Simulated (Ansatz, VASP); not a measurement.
# GaN: VASP beside Ansatz

Wanted: the spread between two codes on one cell, functional and k mesh.

Main program and level: Ansatz 0.2.0; plane waves, with VASP 6.6.1 beside it; band structure at LDA.

## Step 1: Set-up

The structure is cubic, space group F-43m (No. 216). The conventional cell has a = 4.507 Å, b = 4.507 Å, c = 4.507 Å, α = 90.00°, β = 90.00°, γ = 90.00°. Nearest to Ga lie 4 N at 1.95 Å. N has 4 Ga at 1.95 Å nearest. Farther neighbours and most contacts between anions are not listed.

Structure file:

```cif
data_structure
_symmetry_space_group_name_H-M 'P 1'
_symmetry_Int_Tables_number 1
_cell_length_a 3.1869
_cell_length_b 3.1869
_cell_length_c 3.1869
_cell_angle_alpha 60.000
_cell_angle_beta 60.000
_cell_angle_gamma 60.000
_cell_volume 22.89
loop_
_atom_site_label
_atom_site_type_symbol
_atom_site_fract_x
_atom_site_fract_y
_atom_site_fract_z
_atom_site_occupancy
Ga1 Ga 0.00000 0.00000 0.00000 1
N2 N 0.25000 0.25000 0.25000 1
```

## Step 2: VASP: band structure, LDA

The same path points are solved in both programs, so levels can be compared one by one.

Lines of VASP's logs that name or quote its potential files are left out, and so is its time.

INCAR

```
SYSTEM = GaN
PREC = Accurate
ENCUT = 450
EDIFF = 1E-08
NELM = 100
ISMEAR = 0
SIGMA = 0.01
LREAL = .FALSE.
ALGO = Normal
GGA = CA
NBANDS = 15
LORBIT = 11
LWAVE = .TRUE.
LCHARG = .FALSE.
KPAR = 8
```

POSCAR

```
GaN
1.0
    0.0000000000      2.2535006075      2.2535006075
    2.2535006075      0.0000000000      2.2535006075
    2.2535006075      2.2535006075      0.0000000000
Ga N
1 1
Direct
    0.0000000000      0.0000000000      0.0000000000
    0.2500000000      0.2500000000      0.2500000000
```

KPOINTS

```
Automatic mesh
0
Gamma
6 6 6
0 0 0
```

KPOINTS_OPT

```
Line mode
12
Line-mode
Reciprocal
  0.00000000   0.00000000   0.00000000 GAMMA
  0.50000000   0.00000000   0.50000000 X

  0.50000000   0.00000000   0.50000000 X
  0.50000000   0.25000000   0.75000000 W

  0.50000000   0.25000000   0.75000000 W
  0.37500000   0.37500000   0.75000000 K

  0.37500000   0.37500000   0.75000000 K
  0.00000000   0.00000000   0.00000000 GAMMA

  0.00000000   0.00000000   0.00000000 GAMMA
  0.50000000   0.50000000   0.50000000 L

  0.50000000   0.50000000   0.50000000 L
  0.62500000   0.25000000   0.62500000 U

  0.62500000   0.25000000   0.62500000 U
  0.50000000   0.25000000   0.75000000 W

  0.50000000   0.25000000   0.75000000 W
  0.50000000   0.50000000   0.50000000 L

  0.50000000   0.50000000   0.50000000 L
  0.37500000   0.37500000   0.75000000 K

  0.62500000   0.25000000   0.62500000 U
  0.50000000   0.00000000   0.50000000 X
```

Potentials, in the order of the species: Ga_d_GW and N_GW (LDA family, release 64).

Launch:

```bash
mpirun -np 8 vasp_std
```

Numbers of over 12 decimals in the logs are rounded to 6 here.

The log of the run:

```text
[banner, memory and clock lines left out]
running    8 mpi-ranks, on    1 nodes
 distrk:  each k-point on    1 cores,    8 groups
 distr:  one band on    1 cores,    1 groups

 POSCAR found type information on POSCAR GaN
 POSCAR found :  2 types and       2 ions
|                                                                             |
|           W    W    AA    RRRRR   N    N  II  N    N   GGGG   !!!           |
|           W    W   A  A   R    R  NN   N  II  NN   N  G    G  !!!           |
|           W    W  A    A  R    R  N N  N  II  N N  N  G       !!!           |
|           W WW W  AAAAAA  RRRRR   N  N N  II  N  N N  G  GGG   !            |
|           WW  WW  A    A  R   R   N   NN  II  N   NN  G    G                |
|           W    W  A    A  R    R  N    N  II  N    N   GGGG   !!!           |
|                                                                             |
|     For optimal performance we recommend to set                             |
|       NCORE = 2 up to number-of-cores-per-socket                            |
|     NCORE specifies how many cores store one orbital (NPAR=cpu/NCORE).      |
|     This setting can greatly improve the performance of VASP for DFT.       |
|     The default, NCORE=1 might be grossly inefficient on modern             |
|     multi-core architectures or massively parallel machines. Do your        |
|     Unfortunately you need to use the default for GW and RPA                |
|     calculations (for HF NCORE is supported but not extensively tested      |
|     yet).                                                                   |
|                                                                             |

 LDA part: xc-table for (Slater(with rela. corr.)+CA(PZ))
 , standard interpolation
 POSCAR, INCAR and KPOINTS ok, starting setup
 FFT: planning ... GRIDC
 FFT: planning ... GRID_SOFT
 FFT: planning ... GRID
 WAVECAR not read
 entering main loop
       N       E                     dE             d eps       ncg     rms          rms(c)
DAV:   1     0.127850892582E+03    0.12785E+03   -0.10463E+04   512   0.173E+03
DAV:   2    -0.703468142606E+01   -0.13489E+03   -0.12814E+03   550   0.379E+02
DAV:   3    -0.157431851554E+02   -0.87085E+01   -0.86697E+01   578   0.110E+02
DAV:   4    -0.159150992034E+02   -0.17191E+00   -0.17190E+00   586   0.170E+01
DAV:   5    -0.159199202069E+02   -0.48210E-02   -0.48210E-02   622   0.279E+00    0.110E+01
DAV:   6    -0.139853072166E+02    0.19346E+01   -0.52505E+00   734   0.497E+01    0.523E+00
DAV:   7    -0.139513113863E+02    0.33996E-01   -0.28202E-01   599   0.936E+00    0.325E+00
DAV:   8    -0.139276699708E+02    0.23641E-01   -0.68201E-02   530   0.341E+00    0.399E-01
DAV:   9    -0.139258294177E+02    0.18406E-02   -0.71251E-03   781   0.205E+00    0.763E-02
DAV:  10    -0.139258846048E+02   -0.55187E-04   -0.53517E-04   551   0.353E-01    0.143E-02
DAV:  11    -0.139258796287E+02    0.49761E-05   -0.33367E-05   805   0.131E-01    0.532E-03
DAV:  12    -0.139258798474E+02   -0.21866E-06   -0.29165E-06   564   0.291E-02    0.211E-03
DAV:  13    -0.139258798323E+02    0.15083E-07   -0.35003E-07   739   0.690E-03    0.238E-04
DAV:  14    -0.139258798239E+02    0.84497E-08   -0.76575E-09   326   0.148E-03
   1 F= -.13925880E+02 E0= -.13925880E+02  d E =-.449095E-16
 Start KPOINTS_OPT (optional k-point list driver)
k-point batch [1-16\120]
       N       E                     dE             ncg
DAV:   1     0.808288627383E+03   -0.67012E+04      528
DAV:   2    -0.130054861709E+04   -0.21088E+04      557
DAV:   3    -0.144187434959E+04   -0.14133E+03      613
DAV:   4    -0.144455666500E+04   -0.26823E+01      648
DAV:   5    -0.144463508793E+04   -0.78423E-01      622
DAV:   6    -0.144463903748E+04   -0.39495E-02      713
DAV:   7    -0.144463913663E+04   -0.99154E-04      667
DAV:   8    -0.144463913991E+04   -0.32797E-05      699
DAV:   9    -0.144463913992E+04   -0.11300E-07      501
DAV:  10    -0.144463913992E+04   -0.83492E-09      499
[...]
k-point batch [113-120\120]
       N       E                     dE             ncg
DAV:   1     0.605167015691E+04   -0.57888E+04      280
DAV:   2     0.515464260657E+04   -0.89703E+03      317
DAV:   3     0.510759394552E+04   -0.47049E+02      282
DAV:   4     0.510670006726E+04   -0.89388E+00      324
DAV:   5     0.510666836999E+04   -0.31697E-01      298
DAV:   6     0.510666688466E+04   -0.14853E-02      363
DAV:   7     0.510666684612E+04   -0.38544E-04      335
DAV:   8     0.510666684600E+04   -0.11733E-06      355
DAV:   9     0.510666684600E+04   -0.99499E-09      253
 writing wavefunctions
```

OUTCAR, selected parts (step 2):

```text
ion  position               nearest neighbor table
   1  0.000  0.000  0.000-   2 1.95   2 1.95   2 1.95   2 1.95
   2  0.250  0.250  0.250-   1 1.95   1 1.95   1 1.95   1 1.95

  LATTYP: Found a face centered cubic cell.
 ALAT       =     4.5070012150

 Subroutine GETGRP returns: Found 24 space group operations
 (whereof 24 operations were pure point group operations)

The static configuration has the point symmetry T_d .

 Found     16 irreducible k-points:

   k-points           NKPTS =     16   k-points in BZ     NKDIM =     16   number of bands    NBANDS=     15

   dimension x,y,z NGX =    24 NGY =   24 NGZ =   24
   dimension x,y,z NGXF=    48 NGYF=   48 NGZF=   48

   ENCUT  =  450.0 eV  33.07 Ry    5.75 a.u.   5.51  5.51  5.51*2*pi/ulx,y,z

   NELECT =      18.0000    total number of electrons

 k-points in reciprocal lattice and weights: Automatic mesh
   0.00000000  0.00000000  0.00000000       0.005
   0.16666667  0.00000000  0.00000000       0.037
   0.33333333  0.00000000  0.00000000       0.037
   0.50000000  0.00000000  0.00000000       0.019
   0.16666667  0.16666667  0.00000000       0.028
   0.33333333  0.16666667  0.00000000       0.111
   0.50000000  0.16666667  0.00000000       0.111
  -0.33333333  0.16666667  0.00000000       0.111
  -0.16666667  0.16666667  0.00000000       0.056
[...]
-0.33333333  0.33333333  0.16666667       0.111
  -0.33333333  0.50000000  0.16666667       0.056

 average (electrostatic) potential at core
       1 -64.9712       2 -64.5717

 E-fermi :   4.8864

 k-point     1 :       0.0000    0.0000    0.0000
  band No.  band energies     occupation
    ...
      5      -8.4575      2.00000
      6      -8.4575      2.00000
      7       4.8333      2.00000
      8       4.8333      2.00000
      9       4.8333      2.00000
     10       6.5803      0.00000
     11      14.9402      0.00000
     12      14.9402      0.00000
     13      14.9402      0.00000
     14      22.1638      0.00000
    ...

 k-point     2 :       0.1667    0.0000    0.0000
  band No.  band energies     occupation
    ...
      5      -8.4591      2.00000
      6      -8.4591      2.00000
      7       2.5546      2.00000
      8       4.5592      2.00000
      9       4.5592      2.00000
     10       8.1520      0.00000
     11      13.9068      0.00000
     12      15.2995      0.00000
     13      15.2995      0.00000
     14      21.4003      0.00000
    ...

 k-point     3 :       0.3333    0.0000    0.0000
  band No.  band energies     occupation
    ...
      5      -8.4370      2.00000
      6      -7.8989      2.00000
      7      -0.5588      2.00000
      8       4.0757      2.00000
      9       4.0757      2.00000
     10       9.2275      0.00000
     11      13.3265      0.00000
     12      15.2879      0.00000
     13      15.2879      0.00000
     14      20.2410      0.00000
    ...

  Total       -1.0168455     -1.0168455     -1.0168455      0.0000000      0.0000000      0.0000000
  in kB      -71.1807453    -71.1807453    -71.1807453      0.0000000      0.0000000      0.0000000
  external PRESSURE =     -71.1807453 kB  Pullay stress =       0.0000000 kB

  energy-cutoff  :      450.00
  volume of cell :       22.89
      direct lattice vectors                 reciprocal lattice vectors
     0.000000000  2.253500607  2.253500607    -0.221877020  0.221877020  0.221877020
     2.253500607  0.000000000  2.253500607     0.221877020 -0.221877020  0.221877020
     2.253500607  2.253500607  0.000000000     0.221877020  0.221877020 -0.221877020

 POSITION                                       TOTAL-FORCE (eV/Angst)
 -----------------------------------------------------------------------------------
      0.00000      0.00000      0.00000        -0.000000     -0.000000     -0.000000
      1.12675      1.12675      1.12675         0.000000      0.000000      0.000000
 -----------------------------------------------------------------------------------
    total drift:                                0.000002      0.000002      0.000002

  FREE ENERGIE OF THE ION-ELECTRON SYSTEM (eV)
  ---------------------------------------------------
  free  energy   TOTEN  =       -13.9258798239 eV

  energy  without entropy=      -13.9258798239  energy(sigma->0) =      -13.92587982

 total charge
# of ion       s       p       d       tot
------------------------------------------
    1        0.791   0.910  10.125  11.825
    2        1.186   2.440   0.000   3.626
--------------------------------------------------
tot          1.977   3.350  10.125  15.452

[... 3 further parts left out ...]
```

The run ends at a pressure of -7.12 GPa.

## Step 3: Ansatz: band structure, LDA

Ansatz runs on its default PAW (the set named soft_2) files.

The same cell, functional (in two slightly different forms), mesh and smearing now go to Ansatz, which takes its cutoff from its data sets.

input.yaml

```yaml
crystal:
  lattice:
    - [0.0, 2.2535006075, 2.2535006075]
    - [2.2535006075, 0.0, 2.2535006075]
    - [2.2535006075, 2.2535006075, 0.0]
  atoms:
    - { symbol: Ga, position: [0.0, 0.0, 0.0] }
    - { symbol: "N", position: [0.25, 0.25, 0.25] }
hamiltonian:
  xc: lda
  pseudopotentials: { kind: paw }
kpoints:
  mp_grid: { grid: [6, 6, 6] }
  band_path:
    path:
      - [0.0, 0.0, 0.0]
      - [0.18182, 0.0, 0.18182]
      - [0.36364, 0.0, 0.36364]
      - [0.5, 0.0, 0.5]
      - [0.5, 0.09091, 0.59091]
      - [0.5, 0.18182, 0.68182]
      - [0.5, 0.25, 0.75]
      - [0.45455, 0.29545, 0.75]
      - [0.40909, 0.34091, 0.75]
      - [0.375, 0.375, 0.75]
      - [0.20455, 0.20455, 0.40909]
      - [0.06818, 0.06818, 0.13636]
      - [0.04545, 0.04545, 0.04545]
      - [0.22727, 0.22727, 0.22727]
      - [0.40909, 0.40909, 0.40909]
      - [0.51136, 0.47727, 0.51136]
      - [0.55682, 0.38636, 0.55682]
      - [0.60227, 0.29545, 0.60227]
      - [0.61364, 0.25, 0.63636]
      - [0.56818, 0.25, 0.68182]
      - [0.51136, 0.25, 0.73864]
      - [0.5, 0.29545, 0.70455]
      - [0.5, 0.38636, 0.61364]
      - [0.5, 0.47727, 0.52273]
      - [0.47727, 0.47727, 0.54545]
      - [0.43182, 0.43182, 0.63636]
      - [0.38636, 0.38636, 0.72727]
      - [0.60227, 0.20455, 0.60227]
      - [0.55682, 0.11364, 0.55682]
      - [0.5, 0.0, 0.5]
    npoints: 1
scf:
  occupations: { method: gaussian, width: 0.01 }
  n_extra_bands: 7
output:
  forces: true
  stress: true
  eigenvalues: true
```

Launch:

```bash
ansatz run input.yaml --threads 2 --pin off --max-ram 4608MiB --backend cpu --events-out ev --progress --plain --runs-dir out
```

The log of the run:

```text
scf.n_extra_bands = 7 over 9 filled bands (N_el = 18.0): the run solves 16 bands
Engine: ansatz 0.2.0, aarch64-unknown-linux-gnu
Pseudopotentials: kind: paw
Pseudopotential: Ga, paw, valence charge 13, recommended cutoff 420 eV (normal), Ga.paw.azcp
Pseudopotential: N, paw, valence charge 5, recommended cutoff 420 eV (normal), N.paw.azcp
Functional definition: SPW92
  exchange = slater_x
  correlation = pw_c
Crystal: 2 atoms, lattice volume = 22.888 Å³
Basis set: ecut = 420 eV, 459 PW (Γ)
Bands: 16, of which v1, the nominal top of the filled ones, is band 9 counted from 1 (8 counted from 0)
Symmetry: 24 space group operations
Space group: F-43m (ITA 216), of the structure as read, at distance tolerance 2.8e-5 Å
k-points: 16 of 216 (time reversal used)
Non-local potential: Ga, projectors of the file, l = 0: 2, l = 1: 2, l = 2: 3, l = 3: 1
Non-local potential: N, projectors of the file, l = 0: 2, l = 1: 2, l = 2: 1
PAW form: soft (Blöchl's): semilocal exchange-correlation on the pseudo side does not see the compensation charge
PAW frozen core: Ga, regenerated for the run's functional, and the local potential with it (the file was generated under x = pbe(κ = 0.804, μ = 0.219515), c = pbe(β = 0.066725))
PAW frozen core: N, regenerated for the run's functional, and the local potential with it (the file was generated under x = pbe(κ = 0.804, μ = 0.219515), c = pbe(β = 0.066725))
PAW one-centre angular grid: Ga, 590 points (default); XC on 64 Gauss nodes
PAW one-centre angular grid: N, 110 points (default); XC on 64 Gauss nodes
Initial density: superposition of atomic densities (neutral atoms: chi_scale 0, normalization atom), corrected by the library's trained network
Initial wavefunctions: pseudopotential atomic-orbital guess
Functional: x = slater, c = lda
SCF iter   1: F=—  HF=-4082.073354 eV  |F-HF|=—  |Δ(HF+E_count)|=         —  Δρ=1.30e-2  dr2=3.67e-2  ethr=1.77e-3  ⟨swp⟩=4.9  Hψ=1298  notcnv=0
preconditioner: auto → none  [insulator: Δε(μ)=1.625 eV  Ē_g=22.740 eV  σ=0.010 eV  W_gap=1.00  n_scr=8 (ndim 8)  ℏωp=32.9 eV  f_vac=0.001  D(μ)=0.00/eV (n_scr^D=0)  ε∞_Penn≈3.1]
SCF iter   2: F=—  HF=-4082.064198 eV  |F-HF|=—  |Δ(HF+E_count)|=   9.16e-3  Δρ=4.86e-3  dr2=6.09e-3  ethr=2.04e-4  ⟨swp⟩=2.0  Hψ=452  notcnv=0  defer=38
SCF iter   3: F=—  HF=-4082.062627 eV  |F-HF|=—  |Δ(HF+E_count)|=   1.57e-3  Δρ=1.23e-3  dr2=1.65e-4  ethr=3.38e-5  ⟨swp⟩=2.7  Hψ=390  notcnv=0  defer=38
SCF iter   4: F=—  HF=-4082.062438 eV  |F-HF|=—  |Δ(HF+E_count)|=   1.89e-4  Δρ=3.60e-4  dr2=8.96e-6  ethr=9.19e-7  ⟨swp⟩=2.0  Hψ=436  notcnv=0  defer=38
SCF iter   5: F=—  HF=-4082.062433 eV  |F-HF|=—  |Δ(HF+E_count)|=   4.74e-6  Δρ=2.79e-5  dr2=1.07e-7  ethr=4.98e-8  ⟨swp⟩=2.0  Hψ=362  notcnv=0  defer=38
SCF iter   6: F=-4082.062433 eV  HF=-4082.062433 eV  |F-HF|=5.36e-10  |Δ(HF+E_count)|=   1.75e-8  Δρ=4.82e-6  dr2=1.59e-9  ethr=5.56e-10  ⟨swp⟩=7.1  Hψ=1010  notcnv=0
SCF 1 converged in 6 iterations: F = -4082.062433 eV  dr2 = 1.59e-9
  greatest PAW one-centre occupation: 0.996 electrons in one spin orbital (limit 2), on the Ga atom at site 0 (counted from 0), in its partial waves of l = 2
NSCF: frozen V_eff on 30 k-points
SCF converged after 6 iterations
Free energy (F): -4082.062433 eV
Harris-Foulkes:  -4082.062433 eV  (|F-HF|=5.36e-10)
Internal energy: -4082.062433 eV  (E = F + TS)
E sigma→0 (E₀):  -4082.062433 eV
Fermi energy:    10.149658 eV
--- Per-component energies (eV) ---
  E_band       = -13.093591
  E_kinetic    = 246.517501
  E_local      = -1953.324885  (includes V_loc(G=0)·N_el)
  E_nonlocal   = 477.486602
  E_hartree    = 895.586747
  E_xc         = -127.665038
  E_vxc        = -133.983370  (∫ρ·V_xc dr)
  E_paw        = -2035.037050  (= ΣΔE_a)
  E_vpaw       = -440.962940  (= ΣTr[D̂ρ^β])
  E_aug_tail   = 0.000119  (compensation charges beyond the density's cutoff)
  E_ewald      = -1587.434954
  E_core_change = 1.808524  (= ΣΔE_core)
  E_smearing   = -0.000000  (= −TS)
  E_closure    = 0.000000  (closes the sum)
  Σ components = -4082.062433   (vs F -4082.062433, Δ=0.00e0)
--- Forces (eV/Å), atoms counted from 1 ---
  atom   1  Ga     0.00000000    -0.00000000    -0.00000000
  atom   2  N     -0.00000000     0.00000000    -0.00000000
  max |Σ_I F_I| component: 1.85e-17 eV/Å
--- Stress (GPa, compression-positive) ---
       -6.527456      -0.000000       0.000000
        0.000000      -6.527456       0.000000
       -0.000000       0.000000      -6.527456
  P = ⅓ Tr σ = -6.5275 GPa (-65.275 kbar)
--- Band table (eV; the first three rows and the last of 16) ---
  k-point 0: bands = [... 5 lower, -3.9911, 9.2848, 9.2848, 9.2848, 11.0145, 19.3984, 19.3984, 19.3984, ... 3 higher]
  k-point 1: bands = [... 5 lower, -3.9926, 7.0014, 9.0099, 9.0099, 12.5891, 18.3563, 19.7564, 19.7564, ... 3 higher]
  k-point 2: bands = [... 5 lower, -3.4386, 3.8893, 8.5234, 8.5234, 13.6644, 17.7733, 19.7455, 19.7455, ... 3 higher]
  k-point 15: bands = [... 5 lower, -1.8907, 3.3664, 5.8075, 5.8121, 14.4853, 17.0220, 20.3880, 20.4987, ... 3 higher]
```

It took 0.69 s on 2 threads of Arm Neoverse V2, shared host; peak memory 0.26 GiB; 1.2 s of CPU time.

The column dr2 measures how far the density is from self-consistency, as an energy; F and HF (Harris–Foulkes) agree once it is small.

## Step 4: Differences

Known differences besides the potentials themselves: the two LDA forms differ slightly; the cutoff is 420 eV in Ansatz and 450 eV in VASP; VASP's log shows a relativistic correction to its local exchange, Ansatz's none. Total energies have different zeros and are not compared.

Compared:

| quantity | Ansatz | VASP | difference |
| --- | --- | --- | --- |
| gap over the path points (eV) | 1.730 | 1.747 | -0.017 |

Levels at points of the path, from each program's valence-band top (eV; 3 filled, then empty):

```csv
k (reciprocal lattice),Ansatz,VASP
0.000 0.000 0.000,0.00 0.00 0.00 1.73 10.11,0.00 0.00 0.00 1.75 10.11
0.182 0.000 0.182,-2.36 -0.93 -0.93 4.00 8.04,-2.36 -0.93 -0.93 4.02 8.04
0.364 0.000 0.364,-5.11 -2.33 -2.33 3.90 6.70,-5.10 -2.33 -2.33 3.89 6.72
0.500 0.000 0.500,-6.21 -2.73 -2.73 3.25 6.47,-6.20 -2.73 -2.73 3.25 6.49
0.500 0.091 0.591,-6.11 -3.05 -3.02 3.95 6.95,-6.10 -3.05 -3.01 3.94 6.96
0.500 0.182 0.682,-5.88 -3.55 -3.54 5.45 7.88,-5.87 -3.55 -3.55 5.45 7.90
0.500 0.250 0.750,-5.78 -3.74 -3.69 6.12 8.22,-5.77 -3.74 -3.69 6.11 8.25
0.455 0.295 0.750,-5.84 -4.06 -3.10 5.79 7.99,-5.83 -4.06 -3.10 5.78 8.02
0.409 0.341 0.750,-5.93 -4.26 -2.41 5.11 7.76,-5.92 -4.26 -2.40 5.11 7.77
0.375 0.375 0.750,-5.95 -4.31 -2.20 4.88 7.71,-5.94 -4.31 -2.19 4.88 7.72
```

Among the levels compared at these points, filled levels agree within 12 meV and empty ones within 25 meV. Not compared: the pressure (VASP's GW data sets at this cutoff don't carry it).

## Step 5: Outcome

```
difference in gap over the path points (band structure, LDA) : -0.017 eV
```

The difference in gap over the path points is -0.017 eV (band structure, LDA), within the 0.08 eV picked in this series as the mark of a large difference. Such differences can come from data sets, numerical settings and the points named under the comparisons, not from the functional's error against experiment.

[Lines on the potential files, build, host, timing and source positions are cut from VASP's logs without a mark.]

[Logs are printed without paths, hosts, clocks, repeated set-up lines and the standing remarks that a program may print on its own settings, such as how far it seeks lower states.]

[Hosts, paths, dates, database ids (printed as entryN), source tags and the programs' standing remarks are cut or masked in the printed files.]
